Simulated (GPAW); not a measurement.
MgO:

```
Mg O
1.0
     0.00000    2.09700    2.09700
     2.09700    0.00000    2.09700
     2.09700    2.09700    0.00000
Mg O
1 1
Direct
  0.00000 0.00000 0.00000
  0.50000 0.50000 0.50000
```

The cell is a database's computed one.

Base run:

```yaml
Program: GPAW 26.7.0
Functional: TPSS
Potentials_or_basis: GPAW PAW data sets (gpaw-data 1.2.1)
Cutoff: 800 eV
Basis: pw
k_mesh: 11 × 11 × 11
Occupations: fermi-dirac, width 0.05 eV
Spin: no spin polarisation
```

Its results: band gap on the k mesh 4.99 eV, direct; pressure 5.6 GPa.

**Question.** After a change of settings the same cell gave: band gap on the k mesh 4.89 eV, direct; pressure 7.0 GPa. Which change was it?
A. functional from TPSS to LDA; potentials or basis from GPAW PAW data sets (gpaw-data 1.2.1) to the program's PAW data sets (release 1.2.1) made for this functional
B. functional from TPSS to r2SCAN
C. functional from TPSS to BLYP; potentials or basis from GPAW PAW data sets (gpaw-data 1.2.1) to PAW data sets generated in the run's folder for this functional
D. functional from TPSS to PBE

**Answer.** D.

Caveats: the PAW data sets were made with another functional, which shifts forces and pressure a little (some runs).
